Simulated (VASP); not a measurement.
# BN (P6_3/mmc) in VASP: settings compared

One crystal, BN, is run at these levels: PBE+D3(BJ), r2SCAN; tasks: band structure.

All numbers are computed with VASP 6.6.1; they aren't measurements. Logs are shortened: lines on timing, memory, paths and dates and some standing lists are left out, and cuts for length are marked.

### 1 The crystal as given

It takes space group P6_3/mmc (No. 194, hexagonal). The conventional cell has a = 2.507 Å, b = 2.507 Å, c = 6.574 Å, α = 90.00°, β = 90.00°, γ = 120.00°. Around B (site symmetry -6m2) lie 3 N at 1.45 Å. N (site symmetry -6m2) is surrounded by 3 B at 1.45 Å.

### 2 Band structure, PBE+D3(BJ)

INCAR reads:

```
SYSTEM = BN
  ALGO = Normal
  EDIFF = 1E-6
  ENCUT = 520
  GGA = PE
  ICORELEVEL = 1
  ISIF = 2
  ISMEAR = 0
  IVDW = 12
  LASPH = .TRUE.
  LCHARG = .FALSE.
  LREAL = .FALSE.
  LWAVE = .FALSE.
  NBANDS = 16
  NELM = 80
  PREC = Accurate
  SIGMA = 0.03
```

KPOINTS reads:

```
k-points
0
G
  12 12 4
  0 0 0
```

POSCAR reads:

```
BN                                      
1.0
    2.5065024833     -0.0000000000      0.0000000000
   -1.2532512416      2.1706948204      0.0000000000
    0.0000000000      0.0000000000      6.5737414852
  B               N             
     2     2
Direct
     0.3333333300000021    0.6666666699999979    0.2500000000000000
     0.6666666699999979    0.3333333300000021    0.7500000000000000
     0.3333333300000021    0.6666666699999979    0.7500000000000000
     0.6666666699999979    0.3333333300000021    0.2500000000000000
```

KPOINTS_OPT reads:

```
explicit points
141
Reciprocal
 0.0000000000  0.0000000000  0.0000000000 1
 0.0357142857  0.0000000000  0.0000000000 1
 0.0714285714  0.0000000000  0.0000000000 1
 0.1071428571  0.0000000000  0.0000000000 1
 0.1428571429  0.0000000000  0.0000000000 1
 0.1785714286  0.0000000000  0.0000000000 1
[... 133 lines left out ...]
 0.5000000000  0.0000000000  0.5000000000 1
 0.5000000000  0.0000000000  0.0000000000 1
```

Potentials or basis: VASP PAW PBE potentials, release 64 (B, N).

Launch:

```sh
> cat potpaw_PBE.64/B/POTCAR potpaw_PBE.64/N/POTCAR > POTCAR
> mpirun -np 1 vasp_std > vasp.out
```

OUTCAR:

```text
SYSTEM = BN
   EDIFF = 1E-6
   ENCUT = 520
   GGA = PE
   ISIF = 2
   ISMEAR = 0
   IVDW = 12
   LASPH = .TRUE.
   LREAL = .FALSE.
   NELM = 80
   PREC = Accurate
 IVDW          = 12

 ion  position               nearest neighbor table
   1  0.333  0.667  0.250-   4 1.45   4 1.45   4 1.45
   2  0.667  0.333  0.750-   3 1.45   3 1.45   3 1.45
   3  0.333  0.667  0.750-   2 1.45   2 1.45   2 1.45
   4  0.667  0.333  0.250-   1 1.45   1 1.45   1 1.45

  LATTYP: Found a hexagonal cell.
 ALAT       =     2.5065024833
 C/A-ratio  =     2.6226750338

  Lattice vectors:

 A1 = (   2.5065024833,   0.0000000000,   0.0000000000)
 A2 = (  -1.2532512416,   2.1706948204,   0.0000000000)
 A3 = (   0.0000000000,   0.0000000000,   6.5737414852)

Analysis of symmetry for initial positions (statically):
=====================================================================
 Subroutine PRICEL returns:
 Original cell was already a primitive cell.

 Routine SETGRP: Setting up the symmetry group for a
 hexagonal supercell.

 Subroutine GETGRP returns: Found 24 space group operations
 (whereof 12 operations were pure point group operations)
 out of a pool of 24 trial point group operations.

The static configuration has the point symmetry D_3d.
 The point group associated with its full space group is D_6h.

Analysis of symmetry for dynamics (positions and initial velocities):
=====================================================================
 Subroutine PRICEL returns:
 Original cell was already a primitive cell.

 Routine SETGRP: Setting up the symmetry group for a
 hexagonal supercell.

 Subroutine GETGRP returns: Found 24 space group operations
 (whereof 12 operations were pure point group operations)
 out of a pool of 24 trial point group operations.

The dynamic configuration has the point symmetry D_3d.
 The point group associated with its full space group is D_6h.

 Subroutine INISYM returns: Found 24 space group operations
 (whereof 12 operations are pure point group operations),
 and found     1 'primitive' translations

----------------------------------------------------------------------------------------

                                     Primitive cell

  volume of cell :      35.7668

  direct lattice vectors                    reciprocal lattice vectors
     2.506502483  0.000000000  0.000000000     0.398962302  0.230340993  0.000000000
    -1.253251242  2.170694820  0.000000000     0.000000000  0.460681986  0.000000000
[... 94 lines left out ...]
   NFREE  =      0    steps in history (QN), initial steepest desc. (CG)
   ISIF   =      2    stress and relaxation
   ISYM   =      2    0-nonsym 1-usesym 2-fastsym
   POTIM  = 0.5000    time-step for ionic-motion
   TEBEG  =    0.0;   TEEND  =   0.0 temperature during run
   PSTRESS=    0.0 pullay stress
   NELECT =      16.0000    total number of electrons
   NUPDOWN=      -1.0000    fix difference up-down
   EMIN   =  10.00;   EMAX   =-10.00  energy-range for DOS
   EFERMI =   0.00;   METHOD = LEGACY
   ISMEAR =     0;   SIGMA  =   0.03  broadening in eV -4-tet -1-fermi 0-gaus
   EFERMI_NEDOS =   21; number of points for ismear=-14 and -15
   IALGO  =     38    algorithm
   IMIX   =      4    mixing-type and parameters
     AMIX     =   0.40;   BMIX     =  1.00
     AMIX_MAG =   1.60;   BMIX_MAG =  1.00
  volume/ion in A,a.u.               =       8.94        60.34
  Fermi-wavevector in a.u.,A,eV,Ry     =   1.252050  2.366031 21.328888  1.567629
  Thomas-Fermi vector in A             =   2.385969
   LORBIT       =      0    0 simple, 1 ext, 2 COOP (PROOUT), +10 PAW based schemes
   GGA     = PE    functional components
   LHFCALC =     F    Hartree Fock is set to
   AEXX    =    0.0000 exact exchange contribution
   IVDW    =    12    specifies the selected vdW correction
   LEPSILON=     F    determine dielectric tensor
   LRPA    =     F    only Hartree local field effects (RPA)
 non-spin polarized calculation
 Gauss-broadening in eV      SIGMA  =   0.03
  energy-cutoff  :      520.00
  volume of cell :       35.77
 maximum number of plane-waves:       985
 NGX is ok and might be reduce to    20
   NGX =  9   NGY =  9   NGZ = 25

 number of electron      15.9999997 magnetization

 Free energy of the ion-electron system (eV)
  ---------------------------------------------------
  ext. energy  EPLUGINS =         0.00000000
  ---------------------------------------------------
  free energy    TOTEN  =       -35.14713443 eV

  energy without entropy =      -35.14713443  energy(sigma->0) =      -35.14713443

 the core state eigenenergies are
   1-  1s   -169.4852
   2-  1s   -169.4852
   3-  1s   -372.1753
   4-  1s   -372.1753

 E-fermi :   2.5326     XC(G=0): -10.1306

 val. band max:        2.3479577797   @ k =   0.3333   0.2500   0.0000
 cond. band min:       6.5988732283   @ k =   0.5000   0.0000   0.0000
 fundamental gap:      4.2509154486
 Fermi energy:         2.5326069012

 k-point     1 :       0.0000    0.0000    0.0000
  band No.  band energies     occupation
      1     -15.4502      2.00000
      2     -15.1321      2.00000
      3      -3.9019      2.00000
      4      -1.6684      2.00000
      5       1.0072      2.00000
      6       1.0072      2.00000
[... 277 lines left out ...]
 k-point    16 :       0.4167    0.1667    0.0000
  band No.  band energies     occupation

------------------------ aborting loop because EDIFF is reached ----------------------------------------

 Edisp (eV)   -0.57042

 E8    (eV) :    -0.1672

  FORCE on cell =-STRESS in cart. coord.  units (eV):
  Direction    XX          YY          ZZ          XY          YZ          ZX
  --------------------------------------------------------------------------------------
  -------------------------------------------------------------------------------------
  Total       0.03084     0.03084     0.01349     0.00000    -0.00000     0.00000
  in kB       1.38153     1.38153     0.60441     0.00000    -0.00000     0.00000
  external pressure =        1.12 kB  Pullay stress =        0.00 kB

 VOLUME and BASIS-vectors are now :
 -----------------------------------------------------------------------------
  energy-cutoff  :      520.00
  volume of cell :       35.77
      direct lattice vectors                 reciprocal lattice vectors
     2.506502483  0.000000000  0.000000000     0.398962302  0.230340993  0.000000000
    -1.253251242  2.170694820  0.000000000     0.000000000  0.460681986  0.000000000
     0.000000000  0.000000000  6.573741485     0.000000000  0.000000000  0.152120372

 POSITION                                       TOTAL-FORCE (eV/Angst)
 -----------------------------------------------------------------------------------
     -0.00000      1.44713      1.64344        -0.000000     -0.000000      0.000000
      1.25325      0.72356      4.93031        -0.000000      0.000000      0.000000
     -0.00000      1.44713      4.93031        -0.000000      0.000000      0.000000
      1.25325      0.72356      1.64344         0.000000     -0.000000      0.000000
 -----------------------------------------------------------------------------------
    total drift:                               -0.000002      0.000001      0.000000

  FREE ENERGIE OF THE ION-ELECTRON SYSTEM (eV)
  ---------------------------------------------------
  free  energy   TOTEN  =       -35.7175501209 eV

  energy  without entropy=      -35.7175501209  energy(sigma->0) =      -35.71755012
```

OSZICAR:

```text
N       E                     dE             d eps       ncg     rms          rms(c)
DAV:   1     0.517261977509E+02    0.51726E+02   -0.80497E+03  1824   0.926E+02
DAV:   2    -0.352880188505E+02   -0.87014E+02   -0.78404E+02  2544   0.224E+02
DAV:   3    -0.386505841803E+02   -0.33626E+01   -0.33473E+01  2440   0.438E+01
[... 27 lines left out ...]
DAV:   7    -0.425280758152E+04   -0.24673E-05     2040
DAV:   8    -0.425280758166E+04   -0.13629E-06     1416
       N       E                     dE             ncg
DAV:   1     0.188598419931E+05   -0.20926E+05      864
DAV:   2     0.168857948961E+05   -0.19740E+04     1144
DAV:   3     0.168174299060E+05   -0.68365E+02     1096
DAV:   4     0.168170373592E+05   -0.39255E+00     1128
DAV:   5     0.168170340551E+05   -0.33041E-02     1184
DAV:   6     0.168170340132E+05   -0.41941E-04     1096
DAV:   7     0.168170340125E+05   -0.68847E-06      936
```

It took 37 s on 1 thread of Intel Xeon Platinum 8488C (Sapphire Rapids), shared host; peak memory 0.19 GiB.

What came out:

* Free energy: -35.7176 eV
* Pressure: 0.1 GPa
* Band gap on the k mesh: 4.25 eV, indirect (least direct gap 4.63 eV)
* Band gap along the path: 4.21 eV, indirect (least direct gap 4.63 eV)
* Dispersion energy per atom: -0.143 eV

Levels at the corners of the path, in eV from the valence-band top:
```
point  band 4  band 5  band 6  band 7  band 8  band 9  band 10  band 11  band 12  band 13
    Γ   -4.05   -1.38   -1.38   -1.34   -1.34    5.28    10.38    11.47    11.47    11.61
    M   -8.87   -4.18   -4.11   -1.51   -0.45    4.21     5.64     9.47     9.87    12.71
    M   -8.87   -4.18   -4.11   -1.51   -0.45    4.21     5.64     9.47     9.87    12.71
    K   -7.83   -7.18   -7.18   -0.14   -0.14    4.83     4.83    10.70    13.17    13.17
    K   -7.83   -7.18   -7.18   -0.14   -0.14    4.83     4.83    10.70    13.17    13.17
    Γ   -4.05   -1.38   -1.38   -1.34   -1.34    5.28    10.38    11.47    11.47    11.61
    Γ   -4.05   -1.38   -1.38   -1.34   -1.34    5.28    10.38    11.47    11.47    11.61
    A   -5.30   -1.36   -1.36   -1.36   -1.36    7.70     7.70    11.54    11.54    11.54
    A   -5.30   -1.36   -1.36   -1.36   -1.36    7.70     7.70    11.54    11.54    11.54
    L   -8.91   -4.15   -4.15   -0.96   -0.96    4.69     4.69     9.85     9.85    13.59
    L   -8.91   -4.15   -4.15   -0.96   -0.96    4.69     4.69     9.85     9.85    13.59
    H   -7.92   -7.19   -7.19   -0.04   -0.04    4.59     4.59    11.96    11.96    13.86
    H   -7.92   -7.19   -7.19   -0.04   -0.04    4.59     4.59    11.96    11.96    13.86
    A   -5.30   -1.36   -1.36   -1.36   -1.36    7.70     7.70    11.54    11.54    11.54
    L   -8.91   -4.15   -4.15   -0.96   -0.96    4.69     4.69     9.85     9.85    13.59
    M   -8.87   -4.18   -4.11   -1.51   -0.45    4.21     5.64     9.47     9.87    12.71
    K   -7.83   -7.18   -7.18   -0.14   -0.14    4.83     4.83    10.70    13.17    13.17
    H   -7.92   -7.19   -7.19   -0.04   -0.04    4.59     4.59    11.96    11.96    13.86
```

Core levels (eV, on the scale of the bands):
```tsv
atom	levels
1 B	1s -169.5
2 B	1s -169.5
3 N	1s -372.2
4 N	1s -372.2
```

### 3 Band structure, r2SCAN

INCAR reads:

```
SYSTEM = BN
  ALGO = Normal
  EDIFF = 1E-6
  ENCUT = 520
  ISIF = 2
  ISMEAR = 0
  LASPH = .TRUE.
  LCHARG = .FALSE.
  LMIXTAU = .TRUE.
  LREAL = .FALSE.
  LWAVE = .FALSE.
  METAGGA = R2SCAN
  NBANDS = 16
  NELM = 80
  PREC = Accurate
  SIGMA = 0.03
```

KPOINTS is that of step 2.

POSCAR is that of step 2.

KPOINTS_OPT is that of step 2.

Potentials or basis: VASP PAW PBE potentials, release 64 (B, N).

Launch:

```sh
> cat potpaw_PBE.64/B/POTCAR potpaw_PBE.64/N/POTCAR > POTCAR
> mpirun -np 1 vasp_std > vasp.out
```

OUTCAR:

```text
SYSTEM = BN
   EDIFF = 1E-6
   ENCUT = 520
   ISIF = 2
   ISMEAR = 0
   LASPH = .TRUE.
   LREAL = .FALSE.
   METAGGA = R2SCAN
   NELM = 80
   PREC = Accurate

 ion  position               nearest neighbor table
   1  0.333  0.667  0.250-   4 1.45   4 1.45   4 1.45
   2  0.667  0.333  0.750-   3 1.45   3 1.45   3 1.45
   3  0.333  0.667  0.750-   2 1.45   2 1.45   2 1.45
   4  0.667  0.333  0.250-   1 1.45   1 1.45   1 1.45

  LATTYP: Found a hexagonal cell.
 ALAT       =     2.5065024833
 C/A-ratio  =     2.6226750338

  Lattice vectors:

 A1 = (   2.5065024833,   0.0000000000,   0.0000000000)
 A2 = (  -1.2532512416,   2.1706948204,   0.0000000000)
 A3 = (   0.0000000000,   0.0000000000,   6.5737414852)

Analysis of symmetry for initial positions (statically):
=====================================================================
 Subroutine PRICEL returns:
 Original cell was already a primitive cell.

 Routine SETGRP: Setting up the symmetry group for a
 hexagonal supercell.

 Subroutine GETGRP returns: Found 24 space group operations
 (whereof 12 operations were pure point group operations)
 out of a pool of 24 trial point group operations.
[... 175 lines left out ...]
 fundamental gap:      4.8482507381
 Fermi energy:         2.2760194569

 k-point     1 :       0.0000    0.0000    0.0000
  band No.  band energies     occupation
      1     -16.7021      2.00000
      2     -16.3877      2.00000
      3      -4.3200      2.00000
      4      -2.0216      2.00000
      5       0.7259      2.00000
      6       0.7259      2.00000
[... 433 lines left out ...]
      3      -5.0895      2.00000
      4      -5.0236      2.00000
      5      -1.6136      2.00000
      6      -1.5631      2.00000
[... 8 lines left out ...]
     15      19.9414      0.00000
     16      21.7722      0.00000

 [... further k-points ...]

------------------------ aborting loop because EDIFF is reached ----------------------------------------

  FORCE on cell =-STRESS in cart. coord.  units (eV):
  Direction    XX          YY          ZZ          XY          YZ          ZX
  --------------------------------------------------------------------------------------
  -------------------------------------------------------------------------------------
  Total       -0.3838295     -0.3838295      0.2253693     -0.0000000      0.0000000     -0.0000000
  in kB      -17.1937044    -17.1937043     10.0954534     -0.0000000      0.0000000     -0.0000000
  external PRESSURE =      -8.0973185 kB  Pullay stress =       0.0000000 kB

 VOLUME and BASIS-vectors are now :
 -----------------------------------------------------------------------------
  energy-cutoff  :      520.00
  volume of cell :       35.77
      direct lattice vectors                 reciprocal lattice vectors
     2.506502483  0.000000000  0.000000000     0.398962302  0.230340993  0.000000000
    -1.253251242  2.170694820  0.000000000     0.000000000  0.460681986  0.000000000
     0.000000000  0.000000000  6.573741485     0.000000000  0.000000000  0.152120372

 POSITION                                       TOTAL-FORCE (eV/Angst)
 -----------------------------------------------------------------------------------
     -0.00000      1.44713      1.64344        -0.000000      0.000000      0.000000
      1.25325      0.72356      4.93031        -0.000000      0.000000      0.000000
     -0.00000      1.44713      4.93031         0.000000     -0.000000      0.000000
      1.25325      0.72356      1.64344        -0.000000      0.000000      0.000000
 -----------------------------------------------------------------------------------
    total drift:                               -0.000002      0.000001      0.000000

  FREE ENERGIE OF THE ION-ELECTRON SYSTEM (eV)
  ---------------------------------------------------
  free  energy   TOTEN  =       -38.5896983149 eV

  energy  without entropy=      -38.5896983149  energy(sigma->0) =      -38.58969831
```

OSZICAR:

```text
N       E                     dE             d eps       ncg     rms          rms(c)
DAV:   1     0.455822344810E+02    0.45582E+02   -0.82349E+03  1824   0.951E+02
DAV:   2    -0.431764584944E+02   -0.88759E+02   -0.79890E+02  2544   0.230E+02
DAV:   3    -0.466055254393E+02   -0.34291E+01   -0.34136E+01  2456   0.450E+01
[... 33 lines left out ...]
DAV:   7    -0.479778791445E+04   -0.14675E-05     2000
DAV:   8    -0.479778791456E+04   -0.11199E-06     1424
       N       E                     dE             ncg
DAV:   1     0.186764808486E+05   -0.21109E+05      864
DAV:   2     0.166217379381E+05   -0.20547E+04     1136
DAV:   3     0.165512592674E+05   -0.70479E+02     1088
DAV:   4     0.165508772194E+05   -0.38205E+00     1136
DAV:   5     0.165508744023E+05   -0.28172E-02     1184
DAV:   6     0.165508743720E+05   -0.30307E-04     1104
DAV:   7     0.165508743716E+05   -0.41377E-06      952
```

Run time: 2.9 min. Hardware: 1 thread of Intel Xeon Platinum 8488C (Sapphire Rapids), shared host; peak memory 0.19 GiB.

What came out:

```yaml
Free_energy: -38.5897 eV
Pressure: -0.8 GPa
Band_gap_on_the_k_mesh: 4.85 eV, indirect (least direct gap 5.26 eV)
Band_gap_along_the_path: 4.81 eV, indirect (least direct gap 5.26 eV)
```

Levels at the corners of the path, in eV from the valence-band top:
```tsv
point	band 6	band 7	band 8	band 9	band 10	band 11
Γ	-1.40	-1.36	-1.36	5.67	11.17	12.22
M	-4.26	-1.52	-0.45	4.81	6.33	10.15
M	-4.26	-1.52	-0.45	4.81	6.33	10.15
K	-7.50	-0.13	-0.13	5.55	5.55	11.14
K	-7.50	-0.13	-0.13	5.55	5.55	11.14
Γ	-1.40	-1.36	-1.36	5.67	11.17	12.22
Γ	-1.40	-1.36	-1.36	5.67	11.17	12.22
A	-1.38	-1.38	-1.38	8.22	8.22	12.29
A	-1.38	-1.38	-1.38	8.22	8.22	12.29
L	-4.29	-0.96	-0.96	5.29	5.29	10.56
L	-4.29	-0.96	-0.96	5.29	5.29	10.56
H	-7.51	-0.05	-0.05	5.30	5.30	12.46
H	-7.51	-0.05	-0.05	5.30	5.30	12.46
A	-1.38	-1.38	-1.38	8.22	8.22	12.29
L	-4.29	-0.96	-0.96	5.29	5.29	10.56
M	-4.26	-1.52	-0.45	4.81	6.33	10.15
K	-7.50	-0.13	-0.13	5.55	5.55	11.14
H	-7.51	-0.05	-0.05	5.30	5.30	12.46
```

Caveat: the PAW data sets were made with another functional, which shifts forces and pressure a little. r2SCAN opens gaps a little over a GGA but as a rule still falls short of measured ones.
